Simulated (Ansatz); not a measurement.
# Os(0001) with 2 layers of random Os-Cu, 2x2: scattering by chemical disorder, part 2 of 2

How strongly does chemical disorder scatter in Os(0001) with 2 layers of random Os-Cu, 2x2?

Ansatz 0.2.0; Ansatz plane-wave DFT, PBE, PAW files; ballistic transport by layer matching (Landauer), zero bias; PAW set soft_1.

So far. Step 3 (With 6 alloy layers): Over the solved energies the transmission per spin lies between 1.02 and 1.06, out of 4.51 channels of the lead on average (up to 4.55).

## 4. With 10 alloy layers

In 10 layers a share of 0.5 of the sites is given to Cu at random. A fresh draw is used; the growth of the resistance with length is what counts.

System of this step: Os(0001) with 10 layers of random Os-Cu, 2x2. The cell holds 80 atoms: 60 Os and 20 Cu. Its edges and angles: a = 5.468 Å, b = 5.468 Å, c = 43.197 Å, α = 90.0°, β = 90.0°, γ = 120.0°. It derives from Os. Regions: lead, 40 atoms (40 Os); scattering region, 40 atoms (20 Os and 20 Cu). The structure is stacked along c, and the current runs across the ab planes.

Contents of input.yaml:

```yaml
crystal:
  lattice:
    - [5.4682, 0.0, 0.0]
    - [-2.7341, 4.735600113, 0.0]
    - [0.0, 0.0, 43.197]
  atoms:
    - { symbol: Os, position: [0.1666666667, 0.3333333333, 0.025] }
    - { symbol: Os, position: [0.1666666667, 0.8333333333, 0.025] }
    - { symbol: Os, position: [0.6666666667, 0.3333333333, 0.025] }
    - { symbol: Os, position: [0.6666666667, 0.8333333333, 0.025] }
    - { symbol: Os, position: [0.3333333333, 0.1666666667, 0.075] }
    - { symbol: Os, position: [0.3333333333, 0.6666666667, 0.075] }
    - { symbol: Os, position: [0.8333333333, 0.1666666667, 0.075] }
    - { symbol: Os, position: [0.8333333333, 0.6666666667, 0.075] }
    - { symbol: Os, position: [0.1666666667, 0.3333333333, 0.125] }
    - { symbol: Os, position: [0.1666666667, 0.8333333333, 0.125] }
    - { symbol: Os, position: [0.6666666667, 0.3333333333, 0.125] }
    - { symbol: Os, position: [0.6666666667, 0.8333333333, 0.125] }
    - { symbol: Os, position: [0.3333333333, 0.1666666667, 0.175] }
    - { symbol: Os, position: [0.3333333333, 0.6666666667, 0.175] }
    - { symbol: Os, position: [0.8333333333, 0.1666666667, 0.175] }
    - { symbol: Os, position: [0.8333333333, 0.6666666667, 0.175] }
    - { symbol: Os, position: [0.1666666667, 0.3333333333, 0.225] }
    - { symbol: Os, position: [0.1666666667, 0.8333333333, 0.225] }
    - { symbol: Os, position: [0.6666666667, 0.3333333333, 0.225] }
    - { symbol: Os, position: [0.6666666667, 0.8333333333, 0.225] }
    - { symbol: Os, position: [0.3333333333, 0.1666666667, 0.275] }
    - { symbol: Os, position: [0.3333333333, 0.6666666667, 0.275] }
    - { symbol: Os, position: [0.8333333333, 0.1666666667, 0.275] }
    - { symbol: Cu, position: [0.8333333333, 0.6666666667, 0.275] }
    - { symbol: Cu, position: [0.1666666667, 0.3333333333, 0.325] }
    - { symbol: Os, position: [0.1666666667, 0.8333333333, 0.325] }
    - { symbol: Cu, position: [0.6666666667, 0.3333333333, 0.325] }
    - { symbol: Os, position: [0.6666666667, 0.8333333333, 0.325] }
    - { symbol: Os, position: [0.3333333333, 0.1666666667, 0.375] }
    - { symbol: Cu, position: [0.3333333333, 0.6666666667, 0.375] }
    - { symbol: Cu, position: [0.8333333333, 0.1666666667, 0.375] }
    - { symbol: Cu, position: [0.8333333333, 0.6666666667, 0.375] }
    - { symbol: Os, position: [0.1666666667, 0.3333333333, 0.425] }
    - { symbol: Cu, position: [0.1666666667, 0.8333333333, 0.425] }
    - { symbol: Cu, position: [0.6666666667, 0.3333333333, 0.425] }
    - { symbol: Cu, position: [0.6666666667, 0.8333333333, 0.425] }
    - { symbol: Cu, position: [0.3333333333, 0.1666666667, 0.475] }
    - { symbol: Cu, position: [0.3333333333, 0.6666666667, 0.475] }
    - { symbol: Os, position: [0.8333333333, 0.1666666667, 0.475] }
    - { symbol: Cu, position: [0.8333333333, 0.6666666667, 0.475] }
    - { symbol: Cu, position: [0.1666666667, 0.3333333333, 0.525] }
    - { symbol: Cu, position: [0.1666666667, 0.8333333333, 0.525] }
    - { symbol: Os, position: [0.6666666667, 0.3333333333, 0.525] }
    - { symbol: Os, position: [0.6666666667, 0.8333333333, 0.525] }
    - { symbol: Os, position: [0.3333333333, 0.1666666667, 0.575] }
    - { symbol: Os, position: [0.3333333333, 0.6666666667, 0.575] }
    - { symbol: Os, position: [0.8333333333, 0.1666666667, 0.575] }
    - { symbol: Os, position: [0.8333333333, 0.6666666667, 0.575] }
    - { symbol: Os, position: [0.1666666667, 0.3333333333, 0.625] }
    - { symbol: Os, position: [0.1666666667, 0.8333333333, 0.625] }
    - { symbol: Cu, position: [0.6666666667, 0.3333333333, 0.625] }
    - { symbol: Cu, position: [0.6666666667, 0.8333333333, 0.625] }
    - { symbol: Os, position: [0.3333333333, 0.1666666667, 0.675] }
    - { symbol: Os, position: [0.3333333333, 0.6666666667, 0.675] }
    - { symbol: Cu, position: [0.8333333333, 0.1666666667, 0.675] }
    - { symbol: Cu, position: [0.8333333333, 0.6666666667, 0.675] }
    - { symbol: Os, position: [0.1666666667, 0.3333333333, 0.725] }
    - { symbol: Cu, position: [0.1666666667, 0.8333333333, 0.725] }
    - { symbol: Os, position: [0.6666666667, 0.3333333333, 0.725] }
    - { symbol: Cu, position: [0.6666666667, 0.8333333333, 0.725] }
    - { symbol: Os, position: [0.3333333333, 0.1666666667, 0.775] }
    - { symbol: Os, position: [0.3333333333, 0.6666666667, 0.775] }
    - { symbol: Os, position: [0.8333333333, 0.1666666667, 0.775] }
    - { symbol: Os, position: [0.8333333333, 0.6666666667, 0.775] }
    - { symbol: Os, position: [0.1666666667, 0.3333333333, 0.825] }
    - { symbol: Os, position: [0.1666666667, 0.8333333333, 0.825] }
    - { symbol: Os, position: [0.6666666667, 0.3333333333, 0.825] }
    - { symbol: Os, position: [0.6666666667, 0.8333333333, 0.825] }
    - { symbol: Os, position: [0.3333333333, 0.1666666667, 0.875] }
    - { symbol: Os, position: [0.3333333333, 0.6666666667, 0.875] }
    - { symbol: Os, position: [0.8333333333, 0.1666666667, 0.875] }
    - { symbol: Os, position: [0.8333333333, 0.6666666667, 0.875] }
    - { symbol: Os, position: [0.1666666667, 0.3333333333, 0.925] }
    - { symbol: Os, position: [0.1666666667, 0.8333333333, 0.925] }
    - { symbol: Os, position: [0.6666666667, 0.3333333333, 0.925] }
    - { symbol: Os, position: [0.6666666667, 0.8333333333, 0.925] }
    - { symbol: Os, position: [0.3333333333, 0.1666666667, 0.975] }
    - { symbol: Os, position: [0.3333333333, 0.6666666667, 0.975] }
    - { symbol: Os, position: [0.8333333333, 0.1666666667, 0.975] }
    - { symbol: Os, position: [0.8333333333, 0.6666666667, 0.975] }
kpoints:
  mp_grid: { grid: [5, 5, 1] }
hamiltonian:
  xc: pbe
  pseudopotentials: { kind: paw, azcp: { folder: soft_1 } }
scf:
  occupations: { method: fermi_dirac, width: 0.1 }
output:
  transmission:
    leads: [[0, 8]]
    kmesh: [10, 10]
    e_range: [-0.05, 0.05]
    de: 0.05
  write_potential: true
  write_density: true
  volumetric_format: npy
```

Command:

```console
ansatz run input.yaml --threads 4 --pin off --max-ram 15360MiB --backend cpu --events-out ev --progress --plain --runs-dir out
```

Numbers of over 12 decimals in the logs are rounded to 6 here.

Output:

```text
[...]
Crystal: 80 atoms, lattice volume = 1118.595 Å³
Basis set: ecut = 420 eV, 21739 PW (Γ)
Bands: 804, of which v1, the nominal top of the filled ones, is band 670 counted from 1 (669 counted from 0)
Symmetry: 1 space group operations
[...]
k-points: 13 of 25 (time reversal used)
[...]
SCF iter   1: F=—  HF=-815663.973511 eV  |F-HF|=—  |Δ(HF+E_count)|=         —  Δρ=1.18e-1  dr2=1.47e3  ethr=3.10e-3  ⟨swp⟩=5.0  Hψ=32173  notcnv=0  defer=235
[...]
SCF iter  17: F=-815644.460881 eV  HF=-815644.460881 eV  |F-HF|=3.21e-8  |Δ(HF+E_count)|=   7.92e-9  Δρ=9.24e-7  dr2=2.95e-8  ethr=7.46e-12  ⟨swp⟩=2.0  Hψ=19209  notcnv=0
SCF 1 converged in 17 iterations: F = -815644.460881 eV  dr2 = 2.95e-8
[...]
transmission: 412 of 4108 steps passed
transmission: 822 of 4108 steps passed
[...]
transmission: 4108 of 4108 steps passed
SCF converged after 17 iterations
Free energy (F): -815644.460881 eV
[...]
Internal energy: -815642.408700 eV  (E = F + TS)
E sigma→0 (E₀):  -815643.434790 eV
Entropy (-TS):   -2.052182 eV (-25.652 meV/atom)
Fermi energy:    22.782335 eV
[...]
--- Band table (eV; the first three rows and the last of 13) ---
  k-point 0: bands = [... 666 lower, 23.1754, 23.1961, 23.2159, 23.2379, 23.2518, 23.2706, 23.3155, 23.3272, ... 130 higher]
  k-point 1: bands = [... 666 lower, 22.9431, 22.9662, 22.9866, 23.0245, 23.0511, 23.1269, 23.1684, 23.2098, ... 130 higher]
  k-point 2: bands = [... 666 lower, 22.5829, 22.6161, 22.6372, 22.6749, 22.7203, 22.7469, 22.7873, 22.8085, ... 130 higher]
  k-point 12: bands = [... 666 lower, 22.5932, 22.6323, 22.6958, 22.7084, 22.7430, 22.7840, 22.8191, 22.8522, ... 130 higher]
--- Transmission ---
  basis      : 223 plane waves across, 79 finite elements along
  points     : 52, standing for a mesh of 10 x 10
[...]
channels       : 4.510000e0 a spin
[...]
junction   : crystal 0 to crystal 0, 0.70 to 39.58 Å
    transmission   : 7.805216e-1 a spin
[...]
```

Elapsed: 39 min, on 4 threads of Arm Neoverse V1, shared host; peak memory 9.1 GiB; 2.5 h of CPU time.

This step gave:

- free energy: -815644.4609 eV
- energy at zero smearing: -815643.4348 eV
- Fermi energy: 22.78 eV
- transmission per spin nearest the Fermi level: 0.7805
- open channels per spin nearest the Fermi level: 4.51
- step of the lead's potential: 24.7 meV

Per spin. Transmission, zone mean against energy, zero at the Fermi level:

```
energy (eV)  transmission, zone mean
    -0.0500                    0.791
     0.0000                    0.781
     0.0500                    0.841
```

Over the solved energies the transmission per spin lies between 0.781 and 0.841, out of 4.52 channels of the lead on average (up to 4.55).

## 5. Resistance against length

This step: Ansatz plane-wave DFT, PBE, PAW files; ballistic transport by layer matching (Landauer), zero bias; residual resistivity from the slope of the area resistance, atoms on the host's lattice; PAW set soft_1 (Ansatz 0.2.0).

This step gave:

```
resistivity           : 127.2 µΩ cm
intercept             : 0.7227 fΩ m²
scatter about the fit : 0.07562 fΩ m²
```

Resistance, by row:

```
run  length (Å)       T  channels N  RA (fΩ m²)
 n2        4.32   1.709       4.533       1.219
 n6       12.96   1.038       4.507       2.478
n10        21.6  0.8042        4.52       3.416
```

The area resistance by length of the alloy:

```
length of the alloy (Å)  area resistance (fΩ m²)
                   4.32                     1.22
                  12.96                     2.48
                  21.60                     3.42
```

The area resistance goes from 1.2 to 3.4 fΩ m² between 4.3 and 21.6 Å, a slope of 127 µΩ cm.

By hand from the end points: (3.416 − 1.219) fΩ m² / (21.60 − 4.32) Å = 127 µΩ cm, since 1 fΩ m² per Å is 1000 µΩ cm.

## 6. Outcome

| Quantity | Value |
| --- | --- |
| resistivity from the slope | 127 µΩ cm |
| area resistance over 4.32 Å | 1.22 fΩ m² |
| area resistance over 13.0 Å | 2.48 fΩ m² |
| area resistance over 21.6 Å | 3.42 fΩ m² |

In words: The slope gives 127 µΩ cm. The points scatter by 0.076 fΩ m² about the line, with one random draw a length in a 2x2 cell, so the slope is a rough value. Read with a model of isotropic scattering on a spherical Fermi surface and the lead's 1.4×10¹⁵ S/m², this slope means a mean free path near 4.4 Å (a rough figure, since the alloy's own channel count differs); over these lengths the model's slope is within 3 % of its bulk resistivity, though a free path of a few ångströms strains the picture. The atoms sit on the host's lattice, so scattering by size misfit is left out. With 50 % of Cu, whose own structure is another, this is a hypothetical phase. Spin-orbit coupling is left out, which matters for Os. A lead's potential steps by up to 30 meV from period to period, which the log calls too much, so longer leads could move the result.

[Logs are printed without paths, hosts, clocks, repeated set-up lines and the standing remarks that a program may print on its own settings, such as how far it seeks lower states.]

[Hosts, paths, dates, database ids (printed as entryN), source tags and the programs' standing remarks are cut or masked in the printed files.]
